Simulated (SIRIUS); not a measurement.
# TePb (Fm-3m) in SIRIUS: reference runs

Reference runs on TePb: the cell as given.

Everything below comes from runs of SIRIUS 7.12.0. Logs are shortened: lines on timing, memory, paths and dates and some standing lists are left out, and cuts for length are marked. The log counts tension as positive stress, the text compression.

## (1) The structure

Symmetry: Fm-3m, No. 225, cubic system. Conventional cell: a = 6.462 Å, b = 6.462 Å, c = 6.462 Å, α = 90.00°, β = 90.00°, γ = 90.00°. Pb (site symmetry m-3m) has 6 Te at 3.23 Å as nearest neighbours. Te (site symmetry m-3m) has 6 Pb at 3.23 Å as nearest neighbours.

## (2) Single point, PBEsol

sirius.json reads:

```json
{
  "control": {
    "processing_unit": "cpu",
    "verbosity": 2,
    "num_bands_to_print": 23,
    "print_forces": true,
    "print_stress": true
  },
  "parameters": {
    "electronic_structure_method": "pseudopotential",
    "xc_functionals": ["XC_GGA_X_PBE_SOL", "XC_GGA_C_PBE_SOL"],
    "gk_cutoff": 9.0,
    "pw_cutoff": 18.0,
    "ngridk": [7, 7, 7],
    "shiftk": [0, 0, 0],
    "smearing": "fermi_dirac",
    "smearing_width": 0.0018374661,
    "num_bands": 23,
    "num_mag_dims": 0,
    "num_dft_iter": 100,
    "energy_tol": 1e-08,
    "density_tol": 1e-06
  },
  "iterative_solver": {
    "type": "davidson",
    "min_tolerance": 1e-10
  },
  "mixer": {
    "type": "anderson",
    "beta": 0.7,
    "max_history": 8
  },
  "settings": {
    "tol_ne": 1e-10,
    "pseudo_grid_cutoff": 6.5
  },
  "unit_cell": {
    "lattice_vectors": [
      [0.0, 6.105705108666, 6.105705108666],
      [6.105705108666, 0.0, 6.105705108666],
      [6.105705108666, 6.105705108666, 0.0]
    ],
    "atom_coordinate_units": "lattice",
    "atom_types": ["Pb", "Te"],
    "atom_files": {
      "Te": "Te.json",
      "Pb": "Pb.json"
    },
    "atoms": {
      "Pb": [
        [0.0, 0.0, 0.0]
      ],
      "Te": [
        [0.5, 0.5, 0.5]
      ]
    }
  }
}
```

Potentials or basis: PseudoDojo 0.4.1 PBEsol standard (scalar relativistic).

Run with:

```bash
upf_to_json Te.upf
upf_to_json Pb.upf
OMP_NUM_THREADS=1 sirius.scf --input=sirius.json --output=out.json --task=0
```

The program printed:

```text
[info] SIRIUS version : 7.12.0
[info] number of MPI ranks           : 1
[info] MPI grid                      : 1 1
[info] maximum number of OMP threads : 1
[fft] FFT context for density and potential
[fft] =====================================
[fft]   comm size                             : 1
[fft]   plane wave cutoff                     : 18
[fft]   grid size                             : 54 54 54   total : 157464
[fft]   grid limits                           : -26 27   -26 27   -26 27
[fft]   number of G-vectors within the cutoff : 22368
[fft]   local number of G-vectors             : 22368
[fft]   number of G-shells                    : 1178
[fft] FFT context for coarse grid
[fft] =====================================
[fft]   comm size                             : 1
[fft]   plane wave cutoff                     : 18
[fft]   grid size                             : 54 54 54   total : 157464
[fft]   grid limits                           : -26 27   -26 27   -26 27
[fft]   number of G-vectors within the cutoff : 22368
[fft]   local number of G-vectors             : 22368
[fft]   number of G-shells                    : 1178
[unit cell] lattice vectors
[unit cell]   a1 :       0.0000000000      6.1057051087      6.1057051087
[unit cell]   a2 :       6.1057051087      0.0000000000      6.1057051087
[unit cell]   a3 :       6.1057051087      6.1057051087      0.0000000000
[unit cell] reciprocal lattice vectors
[unit cell]   b1 :      -0.5145339642      0.5145339642      0.5145339642
[unit cell]   b2 :       0.5145339642     -0.5145339642      0.5145339642
[unit cell]   b3 :       0.5145339642      0.5145339642     -0.5145339642
[unit cell] unit cell volume :       455.23691420 [a.u.^3]
[unit cell] 1/sqrt(omega)    :         0.04686852
[unit cell] MT volume        :         0.00000000 ( 0.00%)
[unit cell] IT volume        :       455.23691420 (100.00%)
[unit cell] number of atom types : 2
[unit cell] type id : 0 symbol : Pb mt_radius :  16.770000 num_atoms : 1
[unit cell] type id : 1 symbol : Te mt_radius :  12.930000 num_atoms : 1
[unit cell] total number of atoms : 2
[unit cell] number of symmetry classes : 2
[unit cell] number of PAW atoms : 0
[unit cell] atom id  type id  class id             position                      vector_field
[unit cell] ------------------------------------------------------------------------------------------
[unit cell]      0        0        0      0.00000   0.00000   0.00000      0.00000   0.00000   0.00000
[unit cell]      1        1        1      0.50000   0.50000   0.50000      0.00000   0.00000   0.00000
[unit cell] atom id         position (Cartesian, a.u.)
[unit cell] ---------------------------------------------
[unit cell]      0       0.000000    0.000000    0.000000
[unit cell]      1       6.105705    6.105705    6.105705
[unit cell] class id : 0 atom id : 0
[unit cell] class id : 1 atom id : 1
[unit cell] minimum bond length:     6.105705
[unit cell] total number of pseudo wave-functions: 18
[sym] space group number   : 225
[sym] international symbol : Fm-3m
[sym] Hall symbol          : -F 4 2 3
[sym] space group transformation matrix :
[sym]   0.0000  0.5000  0.5000
[sym]   0.5000  0.0000  0.5000
[sym]   0.5000  0.5000  0.0000
[... 218 lines left out ...]
[find] | SCF iteration   4 out of 100|
[diagonalize] iterative solver tolerance (occupied, empty): 9.44607e-05 9.44607e-05
[diagonalize] average number of iterations: 6.35
[find] Total energy                   :    -174.97580760 (Ha),    -349.95161520 (Ry)
[... 36 lines left out ...]
[find] | SCF iteration   9 out of 100|
[diagonalize] iterative solver tolerance (occupied, empty): 3.21911e-07 3.21911e-07
[diagonalize] average number of iterations: 3.2
[find] Total energy                   :    -174.97580949 (Ha),    -349.95161898 (Ry)
[find] Free energy (E-TS)             :    -174.97580964 (Ha),    -349.95161928 (Ry)
[find] band gap (eV)                  :       0.96147801
[find] Efermi                         :       0.33967072
[find] iteration : 9, RMS (target) : 2.4866e-06 (1.0000e-06) , energy difference (target) : -1.6508e-09 (1.0000e-08)
[find] bands are converged : true
[find] iterative solver converged : false
[find] +------------------------------+
[find] | SCF iteration  10 out of 100|
[find] +------------------------------+
[diagonalize] iterative solver tolerance (occupied, empty): 1.60956e-07 1.60956e-07
[diagonalize] average number of iterations: 1.7
[diagonalize] Lowest band energies
[diagonalize] ik:    0   -1.002253   -1.002253   -1.002059   -1.002059   -1.002059   -0.285264   -0.285264   -0.284920   -0.284920   -0.284920   -0.116568    0.118997    0.277125    0.277125    0.277125    0.475897    0.475897    0.475897    0.538569    0.538569    0.538569    0.595927    0.600367
[diagonalize] ik:    1   -1.002252   -1.002252   -1.002057   -1.002056   -1.002056   -0.285360   -0.285360   -0.284903   -0.284815   -0.284815   -0.110160    0.098808    0.278987    0.278987    0.287920    0.440056    0.448377    0.448377    0.532142    0.552906    0.552906    0.642613    0.652536
[diagonalize] ik:    2   -1.002249   -1.002249   -1.002053   -1.002048   -1.002048   -0.285614   -0.285614   -0.284869   -0.284539   -0.284539   -0.092056    0.056145    0.284797    0.284797    0.306023    0.391304    0.405406    0.405406    0.552340    0.591762    0.591762    0.718425    0.744827
[diagonalize] ik:    3   -1.002247   -1.002247   -1.002050   -1.002042   -1.002042   -0.285825   -0.285825   -0.284846   -0.284310   -0.284310   -0.069037    0.017080    0.292308    0.292308    0.321713    0.357047    0.376148    0.376148    0.607243    0.649889    0.649889    0.693427    0.740363
[diagonalize] ik:    4   -1.002253   -1.002250   -1.002060   -1.002053   -1.002053   -0.285590   -0.285186   -0.284990   -0.284750   -0.284750   -0.108035    0.096695    0.264783    0.264783    0.311585    0.396945    0.478229    0.478229    0.502105    0.577103    0.577103    0.616302    0.630188
[diagonalize] ...
[diagonalize] ik:   15   -1.002261   -1.002239   -1.002063   -1.002029   -1.002028   -0.287429   -0.285172   -0.284990   -0.284048   -0.283998   -0.052959    0.046940    0.164530    0.229224    0.232636    0.458924    0.501011    0.507683    0.561028    0.690272    0.701504    0.736981    0.753282
[diagonalize] ik:   16   -1.002253   -1.002245   -1.002057   -1.002041   -1.002040   -0.286310   -0.285335   -0.284953   -0.284367   -0.284359   -0.077668    0.048508    0.226121    0.256061    0.285580    0.411271    0.434095    0.481990    0.524237    0.634422    0.654784    0.688773    0.702339
[diagonalize] ik:   17   -1.002253   -1.002243   -1.002050   -1.002043   -1.002034   -0.286491   -0.285501   -0.284755   -0.284458   -0.284169   -0.058893    0.026249    0.213553    0.226560    0.306057    0.381477    0.465068    0.490132    0.550847    0.613408    0.674777    0.712097    0.760797
[diagonalize] ik:   18   -1.002259   -1.002241   -1.002059   -1.002035   -1.002029   -0.287128   -0.285147   -0.285041   -0.284236   -0.284007   -0.055065    0.040521    0.181352    0.209529    0.269160    0.440783    0.475707    0.533021    0.538028    0.642960    0.704486    0.736687    0.757244
[diagonalize] ik:   19   -1.002257   -1.002241   -1.002051   -1.002042   -1.002029   -0.286888   -0.285362   -0.284760   -0.284496   -0.284010   -0.050304    0.030041    0.182101    0.205364    0.301259    0.396358    0.498084    0.527726    0.550656    0.595005    0.710395    0.727919    0.759897
[find] Charges and magnetic moments
[find] --------------------------------------------------------------------------------
[find] total charge          : 30.000000
[find] Energy
[find] --------------------------------------------------------------------------------
[find] valence_eval_sum               :     -11.40676054
[find] <rho|V^{XC}>                   :     -26.33474861
[find] <rho|E^{XC}>                   :     -44.18873864
[find] <mag|B^{XC}>                   :       0.00000000
[find] <rho|V^{H}>                    :      81.74443428
[find] one-electron contribution      :     -66.81644620 (Ha),    -133.63289241 (Ry)
[find] hartree contribution           :      40.87221714
[find] xc contribution                :     -44.18873864
[find] ewald contribution             :    -104.84284552
[find] PAW contribution               :       0.00000000
[find] smearing (-TS)                 :      -0.00000015
[find] SCF correction                 :       0.00000373
[find] Total energy                   :    -174.97580949 (Ha),    -349.95161898 (Ry)
[find] Free energy (E-TS)             :    -174.97580964 (Ha),    -349.95161928 (Ry)
[find] band gap (eV)                  :       0.96147885
[find] Efermi                         :       0.33967059
[find] iteration : 10, RMS (target) : 7.1089e-07 (1.0000e-06) , energy difference (target) : -3.7454e-10 (1.0000e-08)
[find] bands are converged : true
[find] iterative solver converged : false
[find] converged after 11 SCF iterations!
[find] Charges and magnetic moments
[find] --------------------------------------------------------------------------------
[find] total charge          : 30.000000
[find] Energy
[find] --------------------------------------------------------------------------------
[find] valence_eval_sum               :     -11.40676054
[find] <rho|V^{XC}>                   :     -26.33474861
[find] <rho|E^{XC}>                   :     -44.18873864
[find] <mag|B^{XC}>                   :       0.00000000
[find] <rho|V^{H}>                    :      81.74443428
[find] one-electron contribution      :     -66.81644620 (Ha),    -133.63289241 (Ry)
[find] hartree contribution           :      40.87221714
[find] xc contribution                :     -44.18873864
[find] ewald contribution             :    -104.84284552
[find] PAW contribution               :       0.00000000
[find] smearing (-TS)                 :      -0.00000015
[find] SCF correction                 :       0.00000373
[find] Total energy                   :    -174.97580949 (Ha),    -349.95161898 (Ry)
[find] Free energy (E-TS)             :    -174.97580964 (Ha),    -349.95161928 (Ry)
[find] band gap (eV)                  :       0.96147885
[find] Efermi                         :       0.33967059
[ground_state] === stress tensor components [kbar] ===
[ground_state] === stress_kin ===
[ground_state] -39367.134882    0.000000   -0.000000
[ground_state]     0.000000-39367.134882   -0.000000
[ground_state]    -0.000000   -0.000000-39367.134882
[ground_state] === stress_har ===
[ground_state] -8804.953709    0.000000   -0.000000
[ground_state]     0.000000-8804.953709   -0.000000
[ground_state]    -0.000000   -0.000000-8804.953709
[ground_state] === stress_ewald ===
[ground_state] 22585.914494    0.000000    0.000000
[ground_state]     0.00000022585.914494   -0.000000
[ground_state]     0.000000   -0.00000022585.914494
[ground_state] === stress_vloc ===
[ground_state] -1193.478845    0.000000   -0.000000
[ground_state]     0.000000-1193.478845   -0.000000
[ground_state]    -0.000000   -0.000000-1193.478845
[ground_state] === stress_xc ===
[ground_state] -11413.890468    0.000000   -0.000000
[ground_state]     0.000000-11413.890468    0.000000
[ground_state]    -0.000000    0.000000-11413.890468
[ground_state] === stress_core ===
[ground_state] 17246.892815    0.000000    0.000000
[ground_state]     0.00000017246.892815    0.000000
[ground_state]     0.000000    0.00000017246.892815
[ground_state] === stress_nonloc ===
[ground_state] 20950.532681    0.000000   -0.000000
[ground_state]     0.00000020950.532681   -0.000000
[ground_state]    -0.000000   -0.00000020950.532681
[ground_state] === stress_us_nl ===
[ground_state] 20950.532681    0.000000   -0.000000
[ground_state]     0.00000020950.532681   -0.000000
[ground_state]    -0.000000   -0.00000020950.532681
[ground_state] === stress_total ===
[ground_state]     3.882086    0.000000   -0.000000
[ground_state]     0.000000    3.882086   -0.000000
[ground_state]    -0.000000   -0.000000    3.882086
[ground_state] ==== total Forces in Ha/bohr =====
[ground_state] atom:    0, force:       0.0000000      0.0000000      0.0000000
[... 14 lines left out ...]
[ground_state] atom:    0, force:       0.0000000      0.0000000      0.0000000
[ground_state] atom:    1, force:       0.0000000      0.0000000      0.0000000
[~DFT_ground_state] local op. applied: 11139
[~DFT_ground_state] evp. work count: 1937.7
[~DFT_ground_state] number of iterative solver steps: 623
```

It took 67 s on 1 thread of Intel Xeon Platinum 8259CL at 2.50GHz (Skylake/Cascade Lake), shared host; peak memory 0.37 GiB.

Results:

- Free energy: -4761.3343 eV
- Pressure: -0.4 GPa

Caveat: this odd mesh misses L, where the gap lies, so gap, dielectric constants and Born charges aren't listed.
